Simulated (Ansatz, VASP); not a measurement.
CuI (Marshite): VASP beside Ansatz

INCAR

```
PREC = Accurate
ENCUT = 520
EDIFF = 1E-6
ISMEAR = -1
SIGMA = 0.06
LREAL = F
LASPH = T
NELM = 80
ALGO = Normal
ISIF = 2
LWAVE = F
LCHARG = T
GGA = PE
LELF = T
LVHAR = T
NBANDS = 16
```

The input KPOINTS:

```
regular mesh
0
Gamma
  4 4 4
```

POSCAR

```
CuI
1.0
    0.0000000000      3.0315000000      3.0315000000
    3.0315000000      0.0000000000      3.0315000000
    3.0315000000      3.0315000000      0.0000000000
I Cu
1 1
Direct
    0.0000000000      0.0000000000      0.0000000000
    0.7500000000      0.7500000000      0.7500000000
```

Contents of input.yaml:

```yaml
crystal:
  lattice:
    - [0.0, 3.0315, 3.0315]
    - [3.0315, 0.0, 3.0315]
    - [3.0315, 3.0315, 0.0]
  atoms:
    - { symbol: I, position: [0.0, 0.0, 0.0] }
    - { symbol: Cu, position: [0.75, 0.75, 0.75] }
kpoints:
  mp_grid: { grid: [4, 4, 4] }
scf:
  occupations: { method: fermi_dirac, width: 0.06 }
hamiltonian:
  xc: pbe
  pseudopotentials: { kind: all_electron, lapw: { basis_error: 0.002 } }
output:
  forces: true
  stress: true
  eigenvalues: true
```

Alike in both runs: task single point; functional PBE; k mesh 4 × 4 × 4; occupations fermi-dirac, width 0.06 eV; no spin polarisation.

|  | VASP | Ansatz |
| --- | --- | --- |
| version | VASP 6.6.1 | Ansatz 0.2.0 |
| potentials or method | VASP PAW PBE potentials, release 64 (I, Cu) | all-electron LAPW, scalar-relativistic |
| plane-wave cutoff (eV) | 520 | see its input |

```csv
,VASP,Ansatz,Ansatz less VASP
gap on the k mesh at the Fermi level (eV),1.14,1.12,-0.021
least direct gap on the mesh (eV),1.14,1.12,-0.021
pressure (GPa),0.5,0.6,+0.05
```

Ansatz ran all-electron here, so the differences hold the error of VASP's frozen core and of both bases.

Caveats: the k mesh is coarse (spacing up to 0.45 Å⁻¹), so the values aren't converged; spin-orbit coupling is left out, which moves the levels of the heavy elements. Expect the measured gap to be larger: semilocal functionals such as PBE lack the derivative discontinuity.
